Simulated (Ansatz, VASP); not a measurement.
This is a calculation of Sc for VASP 6.6.1.

INCAR

```
PREC = Accurate
ENCUT = 520
EDIFF = 1E-7
ISMEAR = -1
SIGMA = 0.05
LREAL = F
LASPH = T
NELM = 80
ALGO = Normal
ISIF = 2
LWAVE = F
LCHARG = F
GGA = PE
NBANDS = 12
```

Contents of KPOINTS:

```
regular mesh
0
Gamma
  10 10 10
```

Contents of POSCAR:

```
Sc
1.0
    0.0000000000      2.2600000000      2.2600000000
    2.2600000000      0.0000000000      2.2600000000
    2.2600000000      2.2600000000      0.0000000000
Sc
1
Direct
    0.0000000000      0.0000000000      0.0000000000
```

Potentials or basis: VASP PAW PBE potentials, release 64 (Sc_sv).

The run is started by

```sh
$ cat potpaw_PBE.64/Sc_sv/POTCAR > POTCAR
$ mpirun -np 1 vasp_std > vasp.out
```

**Question.** Set up the same calculation for Ansatz 0.2.0. Potentials there: all-electron LAPW, scalar-relativistic.

**Answer.** As run (the cutoff follows the program's own potentials):

File input.yaml:

```yaml
crystal:
  lattice:
    - [0.0, 2.26, 2.26]
    - [2.26, 0.0, 2.26]
    - [2.26, 2.26, 0.0]
  atoms:
    - { symbol: Sc, position: [0.0, 0.0, 0.0] }
kpoints:
  mp_grid: { grid: [10, 10, 10] }
scf:
  occupations: { method: fermi_dirac, width: 0.05 }
hamiltonian:
  xc: pbe
  pseudopotentials: { kind: all_electron, lapw: { basis_error: 0.0005 } }
output:
  forces: true
  stress: true
  eigenvalues: true
```

Potentials or basis: all-electron LAPW, scalar-relativistic.

Command:

```sh
$ ansatz run input.yaml --threads 1 --pin off --max-ram 2560MiB --backend cpu --events-out ev --progress --plain --runs-dir out
```

Both were run:

|  | VASP | Ansatz | Ansatz less VASP |
| --- | --- | --- | --- |
| gap on the k mesh at the Fermi level (eV) | none | none | - |
| pressure (GPa) | 3.8 | 3.8 | -0.04 |

A gap of «none» marks a metal or a gap that the smearing closes. Ansatz ran all-electron here, so the differences hold the error of VASP's frozen core and of both bases.
